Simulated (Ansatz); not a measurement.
# Mg (bcc type): the cost of one run

Program: Ansatz 0.2.0. Level of theory: DFT PBE, with the methods named in each step. These are calculated values, not measurements.

This is Mg in the bcc structure; at room conditions it is hcp.

**1. Starting point**

It takes space group Im-3m (No. 229, cubic). Conventional cell: a = 3.580 Å, b = 3.580 Å, c = 3.580 Å, α = 90.00°, β = 90.00°, γ = 90.00°. Mg (site symmetry m-3m) is surrounded by 8 Mg at 3.10 Å.

As a file:

```
CELL_PARAMETERS angstrom
-1.78986 1.78986 1.78986
1.78986 -1.78986 1.78986
1.78986 1.78986 -1.78986
ATOMIC_POSITIONS crystal
Mg 0.00000 0.00000 0.00000
```

Whether this phase is the stable one at these pressures isn't tested.

**2. The reference volume, LAPW**

input.yaml reads:

```yaml
crystal:
  lattice:
    - [-1.7898606885, 1.7898606885, 1.7898606885]
    - [1.7898606885, -1.7898606885, 1.7898606885]
    - [1.7898606885, 1.7898606885, -1.7898606885]
  atoms:
    - { symbol: Mg, position: [0.0, 0.0, 0.0] }
kpoints:
  mp_grid: { grid: [17, 17, 17] }
  band_path:
    path:
      - [0.0, 0.0, 0.0]
      - [0.5, -0.5, 0.5]
      - [0.0, 0.0, 0.5]
      - [0.0, 0.0, 0.0]
      - [0.25, 0.25, 0.25]
      - [0.5, -0.5, 0.5]
      - [0.25, 0.25, 0.25]
      - [0.0, 0.0, 0.5]
    npoints: 14
scf:
  occupations: { method: fermi_dirac, width: 0.05 }
hamiltonian:
  xc: pbe
  pseudopotentials: { kind: all_electron, lapw: { basis_error: 0.001 } }
output:
  forces: true
  stress: true
  eigenvalues: true
  populations: true
  dos: { projected: true, de: 0.2, e_range: [-14, 8] }
```

The run is started by

```
ansatz run input.yaml --threads 1 --pin off --max-ram 2048MiB --backend cpu --events-out ev --progress --plain --runs-dir out
```

Q: Estimate wall time and peak memory on 1 thread of Arm Neoverse V1, shared host.

About 5.8 s, with a peak of 0.22 GiB.
